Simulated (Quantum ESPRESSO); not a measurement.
**In in Quantum ESPRESSO: the effect of functional**

In:

```
In
1.0
    -1.62547    1.62547    2.47370
     1.62547   -1.62547    2.47370
     1.62547    1.62547   -2.47370
In
1
Direct
  0.00000 0.00000 0.00000
```

Alike in all runs:

| Item | Value |
| --- | --- |
| Program | Quantum ESPRESSO 7.5 |
| Task | phonons |
| Cutoff | 952 eV |
| Density cutoff | 3810 eV |
| k mesh | 9 × 9 × 9 |
| Occupations | cold, width 0.2 eV |
| Spin | no spin polarisation |

Each run relaxes the cell or the atoms first.

```csv
functional,potentials or basis,relaxed volume (Å³/atom),highest phonon frequency (cm⁻¹)
LDA,PseudoDojo 0.4.1 SR LDA standard,?,?
PBEsol,PseudoDojo 0.4.1 SR PBEsol standard,25.53,110
WC,PseudoDojo 0.4.1 SR PBE standard,25.66,109
AM05,PseudoDojo 0.4.1 SR PBE standard,25.54,109
RPBE,PseudoDojo 0.4.1 SR PBE standard,28.68,82
vdW-DF-cx,PseudoDojo 0.4.1 SR PBE standard,26.02,95
```

Task: What does the run with functional LDA give?

Result: Relaxed volume 24.53 Å³/atom; highest phonon frequency 114 cm⁻¹.

Caveats: the q point doesn't lie on the k mesh, which can shift a metal's frequencies strongly unless the mesh is converged; the potentials were made for another functional, which shifts forces and pressure (some runs).

Runs at the PBE level aren't shown here.
